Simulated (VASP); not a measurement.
## MgSe (strained rocksalt): a PBE single-point calculation in VASP

INCAR

```
NELM = 120
LWAVE = .FALSE.
EDIFF = 1E-7
LREAL = .FALSE.
SIGMA = 0.02
ISMEAR = -1
PREC = Accurate
LASPH = .TRUE.
GGA = PE
ENCUT = 520
IBRION = -1
ISIF = 2
NSW = 0
LELF = .TRUE.
NBANDS = 11
LCHARG = .TRUE.
```

KPOINTS

```
KPOINTS created by Atomic Simulation Environment
0
Gamma
8 8 8
0 0 0
```

KPOINTS_OPT

```
special points
6
Reciprocal
0.0000000000 0.0000000000 0.0000000000 1
0.5000000000 0.0000000000 0.5000000000 1
0.6250000000 0.2500000000 0.6250000000 1
0.3750000000 0.3750000000 0.7500000000 1
0.5000000000 0.5000000000 0.5000000000 1
0.5000000000 0.2500000000 0.7500000000 1
```

POSCAR

```
Mg Se
 1.0000000000000000
     0.0270890668000000    2.7362693762000001    2.7362693762000001
     2.7362693762000001    0.0270890668000000    2.7362693762000001
     2.7633584430000000    2.7633584430000000    0.0000000000000000
 Mg  Se
   1   1
Cartesian
  0.0000000000000000  0.0000000000000000  0.0000000000000000
  2.7633584430000000  2.7633584430000000  2.7362693762000001
```

VASP ran with the recommended PBE PAW datasets (8 valence electrons in the cell).

Command

```
mpirun -np 1 vasp_std
```

From OUTCAR

```
k-points           NKPTS =     95   k-points in BZ     NKDIM =     95   number of bands    NBANDS=     11

   NELECT =       8.0000    total number of electrons

   dimension x,y,z NGX =    30 NGY =   30 NGZ =   30
   dimension x,y,z NGXF=    60 NGYF=   60 NGZF=   60

  energy-cutoff  :      520.00
  volume of cell :       40.97
      direct lattice vectors                 reciprocal lattice vectors
     0.027089067  2.736269376  2.736269376    -0.184557668  0.184557668  0.182730547
     2.736269376  0.027089067  2.736269376     0.184557668 -0.184557668  0.182730547
     2.763358443  2.763358443  0.000000000     0.180939248  0.180939248 -0.182730547

 k-points in reciprocal lattice and weights: KPOINTS created by Atomic Simulation Env
   0.00000000  0.00000000  0.00000000       0.002
   0.12500000 -0.00000000  0.00000000       0.008
   0.25000000 -0.00000000  0.00000000       0.008
   0.37500000 -0.00000000  0.00000000       0.008
   0.50000000 -0.00000000  0.00000000       0.004
   0.12500000  0.12500000  0.00000000       0.004
   0.25000000  0.12500000  0.00000000       0.008
   0.37500000  0.12500000  0.00000000       0.008
   ...

 E-fermi :   3.6092

 k-point     1 :       0.0000    0.0000    0.0000
  band No.  band energies     occupation
      1      -9.7492      2.00000
      2       3.0376      2.00000
      3       3.1285      2.00000
      4       3.2255      2.00000
      5       5.6431      0.00000
      6      10.3868      0.00000
      7      10.5522      0.00000
      8      10.7089      0.00000
      9      13.0790      0.00000
     10      13.0842      0.00000
     11      14.0580      0.00000

 k-point     2 :       0.1250   -0.0000    0.0000
  band No.  band energies     occupation
      1      -9.6166      2.00000
      2       1.9739      2.00000
      3       2.9405      2.00000
      4       3.0559      2.00000
      5       6.6022      0.00000
      6      10.2960      0.00000
      7      10.6248      0.00000
      8      10.8135      0.00000
      9      12.0030      0.00000
     10      12.0883      0.00000
     11      13.8069      0.00000

 k-point     3 :       0.2500   -0.0000    0.0000
  band No.  band energies     occupation
      1      -9.2615      2.00000
      2       0.1932      2.00000
      3       2.7311      2.00000
      4       2.8267      2.00000
      5       7.1677      0.00000
      6      10.0812      0.00000
      7      10.1789      0.00000
      8      10.8842      0.00000
      9      12.5568      0.00000
     10      12.7908      0.00000
     11      13.0385      0.00000

 k-point     4 :       0.3750   -0.0000    0.0000
  band No.  band energies     occupation
      1      -8.8375      2.00000
      2      -1.1890      2.00000
      3       2.5490      2.00000
      4       2.6277      2.00000
      5       6.9891      0.00000
      6       9.3474      0.00000
      7       9.4562      0.00000
      8      11.7010      0.00000
      9      13.4014      0.00000
     10      14.4794      0.00000
     11      14.7737      0.00000

 k-point     5 :       0.5000   -0.0000    0.0000
  band No.  band energies     occupation
      1      -8.6322      2.00000
      2      -1.7263      2.00000
      3       2.4800      2.00000
      4       2.5522      2.00000
      5       6.8761      0.00000
      6       9.0852      0.00000
      7       9.2009      0.00000
      8      11.6107      0.00000
      9      14.5387      0.00000
     10      16.8536      0.00000
     11      17.1815      0.00000

 k-point     6 :       0.1250    0.1250    0.0000
  band No.  band energies     occupation
      1      -9.5764      2.00000
      2       1.9466      2.00000
      3       2.6827      2.00000
      4       2.8873      2.00000
      5       7.0142      0.00000
      6       9.5763      0.00000
      7      10.6857      0.00000
      8      11.0812      0.00000
      9      11.3500      0.00000
     10      13.3414      0.00000
     11      14.7636      0.00000

 k-point     7 :       0.2500    0.1250    0.0000
  band No.  band energies     occupation
      1      -9.2991      2.00000
      2       0.6617      2.00000
      3       2.3867      2.00000
      4       2.6003      2.00000
      5       7.6921      0.00000
      6       9.4937      0.00000
      7       9.6349      0.00000
      8      11.2016      0.00000
      9      12.3099      0.00000
     10      13.4710      0.00000
     11      14.5375      0.00000

 k-point     8 :       0.3750    0.1250    0.0000
  band No.  band energies     occupation
      1      -8.8935      2.00000
      2      -0.7056      2.00000
      3       2.2008      2.00000
      4       2.2183      2.00000
      5       7.5356      0.00000
      6       8.9284      0.00000
      7      10.3501      0.00000
      8      11.0019      0.00000
      9      13.2803      0.00000
     10      14.6878      0.00000
     11      15.1678      0.00000

 k-point     9 :       0.5000    0.1250    0.0000
  band No.  band energies     occupation
      1      -8.5965      2.00000
      2      -1.4916      2.00000
      3       1.8641      2.00000
      4       2.2461      2.00000
      5       7.4484      0.00000
      6       8.6186      0.00000
      7       9.6915      0.00000
      8      12.6547      0.00000
      9      13.5727      0.00000
     10      15.7949      0.00000
     11      16.8380      0.00000

 k-point    10 :      -0.3750    0.1250    0.0000
  band No.  band energies     occupation
      1      -8.6593      2.00000
      2      -1.3325      2.00000
      3       1.7393      2.00000
      4       2.4553      2.00000
      5       7.6466      0.00000
      6       8.7381      0.00000
      7       9.4784      0.00000
      8      12.3292      0.00000
      9      13.8777      0.00000
     10      14.2229      0.00000
     11      16.5986      0.00000

 k-point    11 :      -0.2500    0.1250    0.0000
  band No.  band energies     occupation
      1      -9.0224      2.00000
      2      -0.3182      2.00000
      3       1.9007      2.00000
      4       2.7530      2.00000
      5       7.9148      0.00000
      6       9.3963      0.00000
      7       9.7752      0.00000
      8      10.6477      0.00000
      9      12.2109      0.00000
     10      14.2012      0.00000
     11      15.4596      0.00000

 k-point    12 :      -0.1250    0.1250    0.0000
  band No.  band energies     occupation
      1      -9.4068      2.00000
      2       1.0318      2.00000
      3       2.4046      2.00000
      4       2.9700      2.00000
      5       7.4890      0.00000
      6       9.8666      0.00000
      7      10.4577      0.00000
      8      10.5853      0.00000
      9      11.0038      0.00000
     10      13.3655      0.00000
     11      14.7185      0.00000

 k-point    13 :       0.2500    0.2500    0.0000
  band No.  band energies     occupation
      1      -9.1203      2.00000
      2       0.4143      2.00000
      3       1.9939      2.00000
      4       2.2236      2.00000
      5       7.1340      0.00000
      6       8.2829      0.00000
      7      10.4847      0.00000
      8      12.6117      0.00000
      9      12.7580      0.00000
     10      14.0762      0.00000
     11      16.3812      0.00000

 k-point    14 :       0.3750    0.2500    0.0000
  band No.  band energies     occupation
      1      -8.7969      2.00000
      2      -0.3688      2.00000
      3       1.6673      2.00000
      4       1.7618      2.00000
      5       6.5834      0.00000
      6       8.4349      0.00000
      7      11.0026      0.00000
      8      12.1917      0.00000
      9      13.9705      0.00000
     10      15.6783      0.00000
     11      16.9507      0.00000

 k-point    15 :       0.5000    0.2500    0.0000
  band No.  band energies     occupation
      1      -8.5015      2.00000
      2      -0.9494      2.00000
      3       0.8816      2.00000
      4       1.7755      2.00000
      5       6.5394      0.00000
      6       9.5210      0.00000
      7      11.2443      0.00000
      8      11.2887      0.00000
      9      14.5747      0.00000
     10      16.8613      0.00000
     11      17.1818      0.00000

 k-point    16 :      -0.3750    0.2500    0.0000
  band No.  band energies     occupation
      1      -8.4501      2.00000
      2      -0.9983      2.00000
      3       0.4362      2.00000
      4       2.0308      2.00000
      5       6.9645      0.00000
      6       9.9694      0.00000
      7      10.5367      0.00000
      8      12.0849      0.00000
      9      13.9981      0.00000
     10      14.6019      0.00000
     11      16.3529      0.00000

 ...

  Total        0.2883605      0.2883605      0.2810861     -0.2202295      0.0000000      0.0000000
  in kB       11.2767098     11.2767098     10.9922331     -8.6123584      0.0000000      0.0000000
  external PRESSURE =      11.1818842 kB  Pullay stress =       0.0000000 kB

 POSITION                                       TOTAL-FORCE (eV/Angst)
 -----------------------------------------------------------------------------------
      0.00000      0.00000      0.00000         0.000000      0.000000      0.000000
      2.76336      2.76336      2.73627        -0.000000     -0.000000     -0.000000
 -----------------------------------------------------------------------------------
    total drift:                               -0.000000     -0.000000      0.000000

  FREE ENERGIE OF THE ION-ELECTRON SYSTEM (eV)
  ---------------------------------------------------
  free  energy   TOTEN  =        -7.4857516350 eV

  energy  without entropy=       -7.4857516350  energy(sigma->0) =       -7.48575164
```

| Quantity | Value |
| --- | --- |
| gap between bands v and c | 1.68 eV |
| least direct gap | 2.42 eV |
| pressure | 1.1 GPa |

Band v is the last that the valence electrons fill when counted band by band, and c is the next.

The run took about 45 s on one core of a shared host (Intel Xeon Platinum 8488C) and held 0.22 GiB at most.
